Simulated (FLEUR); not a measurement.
# SnO2 (R-3m) in FLEUR: further runs

The runs below take SnO2 through band structure, equation of state, with LDA.

Everything below comes from runs of FLEUR MaX-R8.1 (later development tree). Logs are shortened: lines on timing, memory, paths and dates and some standing lists are left out, and cuts for length are marked.

**1. The crystal as given**

Symmetry: R-3m, No. 166, trigonal system. Conventional cell: a = 3.234 Å, b = 3.234 Å, c = 14.402 Å, α = 90.00°, β = 90.00°, γ = 120.00°. Sn (site symmetry -3m) is surrounded by 6 O at 2.13 Å. Around O (site symmetry 3m) lie 3 Sn at 2.13 Å.

Measurements of this composition are mostly on another form, of space group No. 136.

**2. Band structure, LDA**

Contents of inp.xml:

```xml
<?xml version="1.0" encoding="UTF-8" standalone="no"?>
<fleurInput fleurInputVersion="0.39">
   <comment>
      SnO2                                                                                                
   </comment>
   <calculationSetup>
      <cutoffs Kmax="4.62" Gmax="14.3" GmaxXC="14.3" numbands="0"/>
      <scfLoop itmax="60" minDistance="0.00001" maxIterBroyd="15" imix="Anderson" alpha="0.05" precondParam="0.0" spinf="2.0" sdNocoIR="T"/>
      <coreElectrons ctail="T" frcor="F" kcrel="0" coretail_lmax="0"/>
      <xcFunctional name="vwn" relativisticCorrections="F"/>
      <magnetism jspins="1"/>
      <soc l_soc="F" theta="0.0" phi="0.0" spav="F"/>
      <expertModes spex="0" secvar="F"/>
      <geometryOptimization l_f="F" forcealpha="1.0" forcemix="BFGS" epsdisp="0.00001" epsforce="0.00001"/>
      <ldaU l_linMix="F" mixParam="0.05" spinf="1.0"/>
   </calculationSetup>
   <cell>
      <bzIntegration valenceElectrons="34.0" mode="hist" fermiSmearingEnergy="0.00183747">
         <kPointListSelection listName="default-1"/>
         <!-- k-points included here -->
         <xi:include xmlns:xi="http://www.w3.org/2001/XInclude" href="kpts.xml"> </xi:include>
      </bzIntegration>
      <!-- symmetry operations included here -->
      <xi:include xmlns:xi="http://www.w3.org/2001/XInclude" href="sym.xml"> </xi:include>
[... 32 lines left out ...]
            <stateOccupation state="(2p3/2)" spinUp="1.333333" spinDown="1.333333"/>
         </electronConfig>
         <energyParameters s="2" p="2" d="3" f="4"/>
         <lo type="SCLO" l="0" n="2" eDeriv="2"/>
         <lo type="SCLO" l="1" n="2" eDeriv="2"/>
         <lo type="SCLO" l="2" n="3" eDeriv="2"/>
      </species>
   </atomSpecies>
   <atomGroups>
      <atomGroup species="Tin (Sn)">
         <relPos label="                   1">1.000/2.000 1.000/2.000 1.000/2.000</relPos>
         <force calculate="T" relaxXYZ="TTT"/>
      </atomGroup>
      <atomGroup species="Oxygen (O)">
         <relPos label="                   2">-.2371700000 -.2371700000 -.2371700000</relPos>
         <relPos label="                   3">.2371700000 .2371700000 .2371700000</relPos>
         <force calculate="T" relaxXYZ="TTT"/>
      </atomGroup>
   </atomGroups>
   <output dos="F" band="F" slice="F">
      <checks vchk="F" cdinf="F"/>
      <bandDOS minEnergy="-.5*Htr" maxEnergy="0.5*Htr" sigma="0.015" storeEVData="T"/>
      <vacuumDOS vacdos="F" integ="F" star="F" nstars="0" locx1="0.0" locy1="0.0" locx2="0.0" locy2="0.0" nstm="0" tworkf="0.0"/>
      <unfoldingBand unfoldBand="F" supercellX="1" supercellY="1" supercellZ="1"/>
      <plotting iplot="0" polar="F">
         <plot TwoD="T" vec1="  1.0  0.0  0.0" vec2="  0.0  1.0  0.0" vec3="  0.0  0.0  1.0" zero="  0.0  0.0  0.0" file="plot"/>
      </plotting>
      <chargeDensitySlicing numkpt="0" minEigenval="0.0" maxEigenval="0.0" nnne="0" pallst="F"/>
      <specialOutput eonly="F"/>
      <moessbauerParams electricFieldGradient="T" isomerShift="T" coreHyperfine="T" valenceHyperfine="T"/>
      <magneticCircularDichroism mcd="F" energyLo="-10.0" energyUp="0.0"/>
   </output>
  <!-- We include the file relax.xml here to enable relaxations (see documentation) -->
  <xi:include xmlns:xi="http://www.w3.org/2001/XInclude" href="relax.xml"> <xi:fallback/> </xi:include>
</fleurInput>
```

Contents of crystal.txt:

```
SnO2
&input cartesian=F /
1.6170930752  0.9336291223  4.8005925840
-1.6170930752  0.9336291223  4.8005925840
0.0000000000  -1.8672582446  4.8005925840
1.8897261246
1.0 1.0 1.0

3
50 0.5000000000  0.5000000000  0.5000000000
8 0.7628300000  0.7628300000  0.7628300000
8 0.2371700000  0.2371700000  0.2371700000

&kpt div1=10 div2=10 div3=10 gamma=T /
```

Contents of inp.xml (bands):

```
<?xml version="1.0" encoding="UTF-8" standalone="no"?>
<fleurInput fleurInputVersion="0.39">
   <comment>
      SnO2                                                                                                
   </comment>
   <calculationSetup>
      <cutoffs Kmax="4.62" Gmax="14.3" GmaxXC="14.3" numbands="0"/>
      <scfLoop itmax="60" minDistance="0.00001" maxIterBroyd="15" imix="Anderson" alpha="0.05" precondParam="0.0" spinf="2.0" sdNocoIR="T"/>
      <coreElectrons ctail="T" frcor="F" kcrel="0" coretail_lmax="0"/>
      <xcFunctional name="vwn" relativisticCorrections="F"/>
      <magnetism jspins="1"/>
      <soc l_soc="F" theta="0.0" phi="0.0" spav="F"/>
      <expertModes spex="0" secvar="F"/>
      <geometryOptimization l_f="F" forcealpha="1.0" forcemix="BFGS" epsdisp="0.00001" epsforce="0.00001"/>
      <ldaU l_linMix="F" mixParam="0.05" spinf="1.0"/>
   </calculationSetup>
   <cell>
      <bzIntegration valenceElectrons="34.0" mode="hist" fermiSmearingEnergy="0.00183747">
         <kPointListSelection listName="path-1"/>
         <!-- k-points included here -->
         <xi:include xmlns:xi="http://www.w3.org/2001/XInclude" href="kpts.xml"> </xi:include>
      </bzIntegration>
      <!-- symmetry operations included here -->
      <xi:include xmlns:xi="http://www.w3.org/2001/XInclude" href="sym.xml"> </xi:include>
      <bulkLattice scale="1.0">
[... 31 lines left out ...]
            <stateOccupation state="(2p3/2)" spinUp="1.333333" spinDown="1.333333"/>
         </electronConfig>
         <energyParameters s="2" p="2" d="3" f="4"/>
         <lo type="SCLO" l="0" n="2" eDeriv="2"/>
         <lo type="SCLO" l="1" n="2" eDeriv="2"/>
         <lo type="SCLO" l="2" n="3" eDeriv="2"/>
      </species>
   </atomSpecies>
   <atomGroups>
      <atomGroup species="Tin (Sn)">
         <relPos label="                   1">1.000/2.000 1.000/2.000 1.000/2.000</relPos>
         <force calculate="T" relaxXYZ="TTT"/>
      </atomGroup>
      <atomGroup species="Oxygen (O)">
         <relPos label="                   2">-.2371700000 -.2371700000 -.2371700000</relPos>
         <relPos label="                   3">.2371700000 .2371700000 .2371700000</relPos>
         <force calculate="T" relaxXYZ="TTT"/>
      </atomGroup>
   </atomGroups>
   <output dos="F" band="T" slice="F">
      <checks vchk="F" cdinf="F"/>
      <bandDOS minEnergy="-.5*Htr" maxEnergy="0.5*Htr" sigma="0.015" storeEVData="T"/>
      <vacuumDOS vacdos="F" integ="F" star="F" nstars="0" locx1="0.0" locy1="0.0" locx2="0.0" locy2="0.0" nstm="0" tworkf="0.0"/>
      <unfoldingBand unfoldBand="F" supercellX="1" supercellY="1" supercellZ="1"/>
      <plotting iplot="0" polar="F">
         <plot TwoD="T" vec1="  1.0  0.0  0.0" vec2="  0.0  1.0  0.0" vec3="  0.0  0.0  1.0" zero="  0.0  0.0  0.0" file="plot"/>
      </plotting>
      <chargeDensitySlicing numkpt="0" minEigenval="0.0" maxEigenval="0.0" nnne="0" pallst="F"/>
      <specialOutput eonly="F"/>
      <moessbauerParams electricFieldGradient="T" isomerShift="T" coreHyperfine="T" valenceHyperfine="T"/>
      <magneticCircularDichroism mcd="F" energyLo="-10.0" energyUp="0.0"/>
   </output>
  <!-- We include the file relax.xml here to enable relaxations (see documentation) -->
  <xi:include xmlns:xi="http://www.w3.org/2001/XInclude" href="relax.xml"> <xi:fallback/> </xi:include>
</fleurInput>
```

Potentials or basis: all-electron, FLAPW.

Run with:

```
$ inpgen -f crystal.txt -profile fastHighL
$ # inp.xml edited to the form shown
$ fleur_MPI
$ fleur_MPI   # second run, on inp.xml (bands)
```

The log of the run:

```text
Welcome to FLEUR        (www.flapw.de)
      MaX-Release 8.1          (www.max-centre.eu)

 ========== k-point set info ==========
 Selected k-point list: default-1
 k-point list type: mesh
 10 x 10 x 10
 Number of k points: 116

 ------------Calculation Setup---------------------------
 Number of MPI-tasks      :            1
 Number of PE/node        :            1
 Number of OMP-threads    :            1
 Most efficient MPI parallelization for:
           1           2           4          29          58         116
 Additional eigenvalue parallelization possible
 Number of basis functions:          610
 Approximate size of matrices (H+S) per k-point:         0.006 GB
 --------------------------------------------------------
 Iteration:     1   Distance:      22.83101125 me/bohr^3
 Iteration:     2   Distance:      19.40581336 me/bohr^3
 Iteration:     3   Distance:       7.39029007 me/bohr^3
 Iteration:     4   Distance:       4.09383005 me/bohr^3
 Iteration:     5   Distance:       1.36121763 me/bohr^3
 Iteration:     6   Distance:       0.34161487 me/bohr^3
 Iteration:     7   Distance:       0.29657681 me/bohr^3
 Iteration:     8   Distance:       0.04407776 me/bohr^3
 Iteration:     9   Distance:       0.02658477 me/bohr^3
 Iteration:    10   Distance:       0.00886718 me/bohr^3
 Iteration:    11   Distance:       0.00210977 me/bohr^3
 Iteration:    12   Distance:       0.00184775 me/bohr^3
 Iteration:    13   Distance:       0.00011338 me/bohr^3
 Iteration:    14   Distance:       0.00003309 me/bohr^3
 Iteration:    15   Distance:       0.00000601 me/bohr^3

 ********************************************************************
 Run finished successfully
 Stop message:
   all done
 ********************************************************************
```

output (bands):

```text
Welcome to FLEUR        (www.flapw.de)
      MaX-Release 8.1          (www.max-centre.eu)

 ========== k-point set info ==========
 Selected k-point list: path-1
 k-point list type: path
 Number of k points: 60

 ------------Calculation Setup---------------------------
 Number of MPI-tasks      :            1
 Number of PE/node        :            1
 Number of OMP-threads    :            1
 Most efficient MPI parallelization for:
           1           2           3           4           5           6          10          12          15          20          30          60
 Additional eigenvalue parallelization possible
 Number of basis functions:          610
 Approximate size of matrices (H+S) per k-point:         0.006 GB
 --------------------------------------------------------
 Fermi energy correction for insulators:
 No automatic correction of the Fermi energy has been performed.

 Note: Band structure data (together with different weights) is also stored in the banddos.hdf file.
       A convenient way of extracting and plotting the data from that file is by making use of the

 ********************************************************************
 Run finished successfully
 Stop message:
   Charge density postprocessing done.
 ********************************************************************
```

out.xml (last iteration):

```text
<iteration numberForCurrentRun="   15" overallNumber="   15">
         <energyParameters units="Htr">
            <atomicEP atomType="1" spin="1" branch="5s" branchLowest="-4.53" branchHighest="1.56" value="-0.2153583702"/>
            <atomicEP atomType="1" spin="1" branch="5p" branchLowest="-2.90" branchHighest="2.41" value="-0.0452477600"/>
            <atomicEP atomType="1" spin="1" branch="4d" branchLowest="-17.01" branchHighest="-0.46" value="-0.5753485118"/>
            <atomicEP atomType="1" spin="1" branch="4f" branchLowest="-9.99" branchHighest="2.12" value="0.2767762807"/>
            <loAtomicEP atomType="1" spin="1" branch="4s" branchLowest="-30.61" branchHighest="-4.53" value="-4.5377355274"/>
            <loAtomicEP atomType="1" spin="1" branch="4p" branchLowest="-25.26" branchHighest="-2.90" value="-2.9270296413"/>
            <loAtomicEP atomType="1" spin="1" branch="4p" branchLowest="-25.26" branchHighest="-2.90" value="-2.9270296413"/>
            <loAtomicEP atomType="1" spin="1" branch="4d" branchLowest="-17.01" branchHighest="-0.46" value="-0.5879077266"/>
            <loAtomicEP atomType="1" spin="1" branch="4f" branchLowest="-9.99" branchHighest="2.12" value="0.2767800800"/>
            <atomicEP atomType="2" spin="1" branch="2s" branchLowest="-18.24" branchHighest="0.39" value="-0.4819807574"/>
            <atomicEP atomType="2" spin="1" branch="2p" branchLowest="-9.99" branchHighest="0.85" value="-0.0135121830"/>
            <atomicEP atomType="2" spin="1" branch="3d" branchLowest="-9.99" branchHighest="4.92" value="0.3045248926"/>
            <atomicEP atomType="2" spin="1" branch="4f" branchLowest="-9.99" branchHighest="8.58" value="0.4649757483"/>
            <loAtomicEP atomType="2" spin="1" branch="2s" branchLowest="-18.24" branchHighest="0.39" value="-0.4819807574"/>
            <loAtomicEP atomType="2" spin="1" branch="2p" branchLowest="-9.99" branchHighest="0.85" value="-0.0137432195"/>
            <loAtomicEP atomType="2" spin="1" branch="3d" branchLowest="-9.99" branchHighest="4.92" value="0.3045259102"/>
         </energyParameters>
         <eigenvalues>
            <eigenvaluesAt spin="1" ikpt="1" k_x="0.00000000" k_y="0.00000000" k_z="0.00000000">
                      -4.5377069540       -2.9200089036       -2.9173202431       -2.9173202431       -0.5977898066
                      -0.5916799124       -0.5916799124       -0.5839948691       -0.5839948691       -0.5188381501
                      -0.4491797108       -0.0117317018        0.0850342083        0.0850342083        0.0996113468
                       0.0996113468        0.1279657757        0.1977496104        0.3347985468        0.5278066854
                       0.5278066855        0.5480367704        0.7532221394        0.7544481063        0.7544481063
                       0.7880760804        0.9362034894
            </eigenvaluesAt>
            <eigenvaluesAt spin="1" ikpt="2" k_x="0.00000000" k_y="0.00000000" k_z="0.10000000">
                      -4.5377060818       -2.9200078548       -2.9173379964       -2.9173251107       -0.5966851576
                      -0.5939903113       -0.5908867360       -0.5848064807       -0.5840381278       -0.5161013407
                      -0.4440168368       -0.0162123257        0.0639623506        0.0755394356        0.0900698131
                       0.1037540376        0.1301885621        0.2206918832        0.3493684352        0.4929166869
[... 43 lines left out ...]
            <state n="1" l="0" j="0.5" energy="-18.2446682279" weight="1.0000000000"/>
         </coreStates>
         <allElectronCharges>
            <spinDependentCharge spin="1" total="66.0000000" interstitial="5.1015939" mtSpheres="60.8984061"/>
            <totalCharge value="65.9999999978"/>
         </allElectronCharges>
         <moessbauerParams unitsHFF="kG" unitsIS="e/bohr^3" unitsEFG="Htr/bohr^2">
            <coreIsomerShift atomType="1" isTotal="192847.23387">
               <shell n="1" l="0" isomerShift="168669.73398"/>
               <shell n="2" l="0" isomerShift="19765.22371"/>
               <shell n="2" l="1" isomerShift="476.24424"/>
               <shell n="3" l="0" isomerShift="3836.13609"/>
               <shell n="3" l="1" isomerShift="99.89583"/>
               <shell n="3" l="2" isomerShift="0.00002"/>
            </coreIsomerShift>
            <coreIsomerShift atomType="2" isTotal="300.49465">
               <shell n="1" l="0" isomerShift="300.49465"/>
            </coreIsomerShift>
            <isomerShift atomType="1" nucleusRadius="0.0001161" averageDensity="193680.22533"/>
            <isomerShift atomType="2" nucleusRadius="0.0000595" averageDensity="315.90994"/>
            <electricFieldGradient atomType="1" VXX="-0.64826" VYY="-0.64826" VZZ="1.29653" asymParam="0.00000">
            </electricFieldGradient>
            <electricFieldGradient atomType="2" VXX="0.35496" VYY="0.35496" VZZ="-0.70991" asymParam="0.00000">
            </electricFieldGradient>
         </moessbauerParams>
         <totalEnergy                                    value="    -6323.4359767537" units="Htr">
            <sumOfEigenvalues                            value="    -3803.3121048696">
               <coreElectrons value="-3769.5342421581"/>
               <valenceElectrons value="-33.7778627115"/>
            </sumOfEigenvalues>
            <densityCoulombPotentialIntegral value="-10216.6663217569"/>
            <densityEffectivePotentialIntegral value="-10450.1754326727"/>
            <chargeDenXCDenIntegral value="-176.1861974634"/>
            <FockExchangeEnergyValence value="0.0000000000"/>
            <FockExchangeEnergyCore value="0.0000000000"/>
            <atomTypeDependentContributions atomType="1">
               <electronNucleiInteractionDifferentMTs value="7469.6167995357"/>
               <MadelungTerm value="-34.6741963749"/>
            </atomTypeDependentContributions>
            <atomTypeDependentContributions atomType="2">
               <electronNucleiInteractionDifferentMTs value="174.8369867475"/>
               <MadelungTerm value="-6.6519635570"/>
            </atomTypeDependentContributions>
            <tkbTimesEntropy value="0.0000000000"/>
            <freeEnergy value="-6323.4359767537"/>
            <extrapolationTo0K value="-6323.4359767537"/>
         </totalEnergy>
         <densityConvergence units="me/bohr^3">
            <chargeDensity spin="1" distance="0.0000060099"/>
         </densityConvergence>
      </iteration>
```

Run time: 3.5 min. Hardware: 1 thread of Arm Neoverse V2, shared host; peak memory 0.09 GiB.

What came out:

```yaml
Free_energy: -172069.4588 eV
Band_gap_on_the_k_mesh: 1.77 eV, indirect (least direct gap 1.90 eV)
Band_gap_along_the_path: 1.77 eV, indirect (least direct gap 1.90 eV)
Valence_electrons_inside_the_program's_atomic_spheres: Sn 18.93; O 4.98 (radii Sn 2.16, O 1.56 bohr)
```

Levels at the corners of the path, in eV from the valence-band top:
| point | band 14 | band 15 | band 16 | band 17 | band 18 | band 19 | band 20 | band 21 |
| --- | --- | --- | --- | --- | --- | --- | --- | --- |
| Γ | -1.30 | -0.90 | -0.90 | -0.13 | 1.77 | 5.50 | 10.75 | 10.75 |
| L | -2.98 | -1.49 | -0.61 | -0.57 | 5.12 | 7.51 | 9.78 | 12.10 |
| B1 | -3.52 | -2.57 | -0.30 | -0.29 | 5.79 | 9.12 | 9.61 | 10.45 |
| B | -3.52 | -2.57 | -0.30 | -0.29 | 5.79 | 9.12 | 9.61 | 10.45 |
| Z | -1.36 | -1.32 | -0.85 | -0.85 | 3.06 | 5.45 | 10.93 | 10.93 |
| Γ | -1.30 | -0.90 | -0.90 | -0.13 | 1.77 | 5.50 | 10.75 | 10.75 |
| X | -3.67 | -2.64 | -0.30 | -0.30 | 5.82 | 9.13 | 10.02 | 10.12 |
| Q | -3.67 | -2.64 | -0.30 | -0.30 | 5.82 | 9.13 | 10.02 | 10.12 |
| F | -3.07 | -1.15 | -0.46 | -0.02 | 4.84 | 6.70 | 10.48 | 10.96 |
| P1 | -3.03 | -1.19 | -0.50 | -0.22 | 4.91 | 6.96 | 10.11 | 11.29 |
| Z | -1.36 | -1.32 | -0.85 | -0.85 | 3.06 | 5.45 | 10.93 | 10.93 |
| L | -2.98 | -1.49 | -0.61 | -0.57 | 5.12 | 7.51 | 9.78 | 12.10 |
| P | -3.03 | -1.19 | -0.50 | -0.22 | 4.91 | 6.96 | 10.11 | 11.29 |

Core levels (eV from the Fermi level):
| atom | levels |
| --- | --- |
| 1 Sn | 1s1/2 -28955.1, 2s1/2 -4365.3, 2p1/2 -4079.4, 2p3/2 -3849.1, 3s1/2 -836.6, 3p1/2 -720.3, 3p3/2 -678.3, 3d3/2 -471.9, 3d5/2 -463.2 |
| 2 O | 1s1/2 -500.1 |
| 3 O | 1s1/2 -500.1 |

Caveat: spin-orbit coupling is left out, which moves the levels of the heavy elements. Expect the measured gap to be larger: semilocal functionals such as LDA lack the derivative discontinuity.

(Part 1 of 2 ends here.)
